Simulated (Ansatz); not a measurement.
# A Mg vacancy in rocksalt MgO, 63 atoms, charge 0

Aim: the barrier for an atom's jump, from a relaxed start and a climbing-image band; single points by other levels frame it (PBEsol and HSE06).

Program: Ansatz 0.2.0, PAW, plane waves. These are calculated values, not measurements.

**1. The system as built**

63 atoms (32 O, 31 Mg); a = 8.429 Å, b = 8.429 Å, c = 8.429 Å, α = 90.00°, β = 90.00°, γ = 90.00°. All atoms were shaken off their sites by about 0.02 Å along each axis. Defect site 1: (0.500, 0.500, 0.500).

The runs, in order: (2) PBEsol relaxation at the single k point (¼, ¼, ¼), on 1 × NVIDIA GB300 Max-Q with 8 threads of Arm Neoverse-V2; (3) HSE06 single point at the single k point (¼, ¼, ¼), on 1 × NVIDIA GB300 Max-Q with 8 threads of Arm Neoverse-V2; (4) PBEsol band at the single k point (¼, ¼, ¼), on 1 × NVIDIA GB300 Max-Q with 8 threads of Arm Neoverse-V2; (5) HSE06 single point at the single k point (¼, ¼, ¼), on 1 × NVIDIA GB300 Max-Q with 8 threads of Arm Neoverse-V2.

**2. Relaxing the atoms with PBEsol**

File in.yaml:

```yaml
crystal:
  lattice:
    - [8.428808, 0.000000, 0.000000]
    - [0.000000, 8.428808, 0.000000]
    - [0.000000, 0.000000, 8.428808]
  atoms:
    - { symbol: O, position: [0.249033, 0.998379, 0.002658] }
    - { symbol: O, position: [0.246944, 0.002947, 0.497006] }
    - { symbol: O, position: [0.253134, 0.501670, 0.002769] }
    - { symbol: O, position: [0.249059, 0.499720, 0.501479] }
    - { symbol: O, position: [0.746689, 0.002652, 0.002299] }
    - { symbol: O, position: [0.750781, 0.003141, 0.498261] }
    - { symbol: O, position: [0.747983, 0.500750, 0.000799] }
    - { symbol: O, position: [0.751132, 0.498138, 0.499330] }
    - { symbol: O, position: [0.999545, 0.251060, 0.996353] }
    - { symbol: O, position: [0.000040, 0.253924, 0.500974] }
    - { symbol: O, position: [0.998692, 0.752296, 0.999392] }
    - { symbol: O, position: [0.003320, 0.750746, 0.497922] }
    - { symbol: O, position: [0.501210, 0.252648, 0.995046] }
    - { symbol: O, position: [0.501412, 0.249827, 0.498921] }
    - { symbol: O, position: [0.498132, 0.749359, 0.000717] }
    - { symbol: O, position: [0.498650, 0.751583, 0.496889] }
    - { symbol: O, position: [0.999667, 0.999271, 0.252151] }
    - { symbol: O, position: [0.999132, 0.999414, 0.749995] }
    - { symbol: O, position: [0.000253, 0.499777, 0.249306] }
    - { symbol: O, position: [0.993885, 0.505620, 0.750807] }
    - { symbol: O, position: [0.498627, 0.999213, 0.247176] }
    - { symbol: O, position: [0.499272, 0.004833, 0.747469] }
    - { symbol: O, position: [0.495197, 0.494841, 0.245459] }
    - { symbol: O, position: [0.499702, 0.497440, 0.747198] }
    - { symbol: O, position: [0.246913, 0.249758, 0.248206] }
    - { symbol: O, position: [0.249639, 0.249796, 0.750574] }
    - { symbol: O, position: [0.249847, 0.749790, 0.247446] }
    - { symbol: O, position: [0.254461, 0.753779, 0.752162] }
    - { symbol: O, position: [0.748222, 0.248470, 0.248976] }
    - { symbol: O, position: [0.757157, 0.248031, 0.751849] }
    - { symbol: O, position: [0.751098, 0.755223, 0.248103] }
    - { symbol: O, position: [0.750971, 0.747773, 0.749560] }
    - { symbol: Mg, position: [0.000782, 0.005089, 0.000612] }
    - { symbol: Mg, position: [0.999090, 0.996843, 0.493147] }
    - { symbol: Mg, position: [0.001696, 0.503566, 0.000706] }
    - { symbol: Mg, position: [0.998089, 0.502324, 0.502533] }
    - { symbol: Mg, position: [0.502747, 0.001193, 0.001935] }
    - { symbol: Mg, position: [0.495944, 0.999180, 0.495726] }
    - { symbol: Mg, position: [0.500193, 0.498906, 0.997880] }
    - { symbol: Mg, position: [0.251388, 0.249083, 0.004603] }
    - { symbol: Mg, position: [0.247670, 0.251520, 0.502899] }
    - { symbol: Mg, position: [0.251208, 0.749130, 0.999121] }
    - { symbol: Mg, position: [0.249972, 0.753324, 0.503037] }
    - { symbol: Mg, position: [0.746916, 0.248054, 0.001737] }
    - { symbol: Mg, position: [0.749649, 0.252079, 0.498643] }
    - { symbol: Mg, position: [0.750781, 0.749897, 0.996110] }
    - { symbol: Mg, position: [0.751272, 0.751838, 0.501903] }
    - { symbol: Mg, position: [0.250531, 0.002494, 0.252078] }
    - { symbol: Mg, position: [0.248261, 0.998299, 0.750037] }
    - { symbol: Mg, position: [0.249337, 0.500662, 0.250441] }
    - { symbol: Mg, position: [0.251265, 0.497494, 0.749517] }
    - { symbol: Mg, position: [0.753719, 0.997827, 0.249647] }
    - { symbol: Mg, position: [0.751330, 0.998225, 0.748465] }
    - { symbol: Mg, position: [0.751066, 0.503173, 0.248513] }
    - { symbol: Mg, position: [0.750672, 0.500005, 0.745237] }
    - { symbol: Mg, position: [0.998133, 0.251802, 0.250708] }
    - { symbol: Mg, position: [0.998048, 0.251200, 0.748566] }
    - { symbol: Mg, position: [0.002275, 0.751328, 0.249474] }
    - { symbol: Mg, position: [0.999572, 0.754177, 0.748318] }
    - { symbol: Mg, position: [0.503143, 0.249668, 0.251840] }
    - { symbol: Mg, position: [0.504836, 0.249259, 0.752048] }
    - { symbol: Mg, position: [0.499342, 0.750813, 0.253256] }
    - { symbol: Mg, position: [0.502223, 0.752137, 0.749775] }
  symmetry: { detect: false }
kpoints:
  mp_grid: { grid: [1, 1, 1], shift: [0.25, 0.25, 0.25] }
hamiltonian:
  xc: pbesol
scf:
  occupations: { method: fermi_dirac, width: 0.01 }
relax:
  f_tol: 0.03
  max_steps: 80
  escape_saddle: false
  adjacent_minimum: "off"
output:
  forces: true
  eigenvalues: true
  populations: true
```

Launch:

```sh
ansatz run in.yaml --threads 8 --pin off --max-ram 118750MiB --runs-dir r --events-out ev --progress --plain --backend cuda --devices 0,
```

The runs that follow: HSE06 on the final geometry; The band; Single point with HSE06.

Q: Predict the outcome of this session. Wanted: for each run, top filled to lowest empty.

**Answer**, as computed:

```
                   level         time  top filled to lowest empty (eV)
      PBEsol, relaxation  4.2 s (GPU)                             none
                   HSE06   30 s (GPU)                             0.37
HSE06, at the band's top   51 s (GPU)                             0.37
```

```
                   quantity                             value
                 relaxation  4 recorded steps, 1.18 eV gained
              largest shift                      0.13 Å (O24)
barrier forwards, backwards                     2.08, 2.08 eV
                       jump                      Mg by 2.83 Å
            band iterations                                 9
    top less start by HSE06                           2.11 eV
```

**What this shows.** The relaxation lowers the energy by 1.18 eV; the largest shift is 0.13 Å (O24). The PBEsol barrier is 2.08 eV forwards and 2.08 eV back, about 80 times kT at 300 K. The cell's size and k points aren't converged for it. The top is a first-order saddle. On the same two geometries HSE06 gives 2.11 eV. PBEsol leaves levels partly filled (a spacing under the smearing width does that too), while HSE06 opens a spacing of 0.37 eV.
